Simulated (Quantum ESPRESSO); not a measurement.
Runs of Quantum ESPRESSO 7.5 on AlN. It takes space group F-43m (No. 216, cubic). The conventional cell has a = 4.368 Å, b = 4.368 Å, c = 4.368 Å, α = 90.00°, β = 90.00°, γ = 90.00°. Al (site symmetry -43m) is surrounded by 4 N at 1.89 Å. N (site symmetry -43m) has 4 Al at 1.89 Å as nearest neighbours. Measurements of this composition are mostly on another form, of space group No. 186.

| level | potentials or basis | cell | cutoff (eV) | ASE optimiser | rVV10 parameter b | most ionic steps | forc conv thr | etot conv thr | gap on the mesh (eV) | pressure (GPa) | relaxed volume (Å³/atom) |
| --- | --- | --- | --- | --- | --- | --- | --- | --- | --- | --- | --- |
| PBE+rVV10 | PseudoDojo 0.4.1 SR PBE standard | relaxed | 1143 | FIRE | 6.3 | - | - | - | 3.22 | 0.0 | 10.58 |
| PBEsol | GBRV 1.5 PBEsol | relaxed to 0.3 kbar | 612 | - | - | 40 | 0.0004 Ry/bohr | 1e-05 Ry | (a) | 0.0 | - |
| PBE+D3 | PseudoDojo 0.4.1 SR PBE standard | relaxed | 1143 | BFGS | - | - | - | - | 3.32 | 0.0 | 10.53 |
| PBE+D4 | PseudoDojo 0.4.1 SR PBE standard | relaxed | 1143 | LBFGS | - | - | - | - | 3.32 | -0.2 | - |
| PBE+D3M(BJ) | PseudoDojo 0.4.1 SR PBE standard | relaxed | 1143 | FIRE | - | - | - | - | (b) | 0.0 | 10.16 |
| PBE+D2 | PseudoDojo 0.4.1 SR PBE standard | relaxed | 1143 | BFGS | - | - | - | - | 3.32 | 0.0 | 10.51 |
| PBEsol | PseudoDojo 0.4 SR PBEsol stringent | relaxed to 0.3 kbar | 1143 | - | - | 40 | 0.0004 Ry/bohr | 1e-05 Ry | 3.19 | 0.0 | - |
| PBE+D3(BJ) | PseudoDojo 0.4.1 SR PBE standard | relaxed | 1143 | LBFGS | - | - | - | - | 3.32 | 0.0 | 10.46 |
| PBEsol | PseudoDojo 0.4.1 SR PBEsol standard | relaxed to 0.3 kbar | 1143 | - | - | 40 | 0.0004 Ry/bohr | 1e-05 Ry | 3.19 | 0.0 | - |
| PBE | PseudoDojo 0.4.1 SR PBE standard | relaxed | 1143 | BFGS | - | - | - | - | 3.31 | 0.1 | 10.65 |

Alike in all rows: task relaxation of cell and atoms; no spin polarisation; k mesh 10 × 10 × 10; smearing fermi-dirac 0.05 eV.

Q: Estimate the missing entries.

A: (a) 3.18; (b) 3.34.

Caveats: rVV10's parameter b was fitted to another functional (some runs); the relaxation stopped at its first step, so nothing moved (some runs).

A k mesh can miss the band edges.
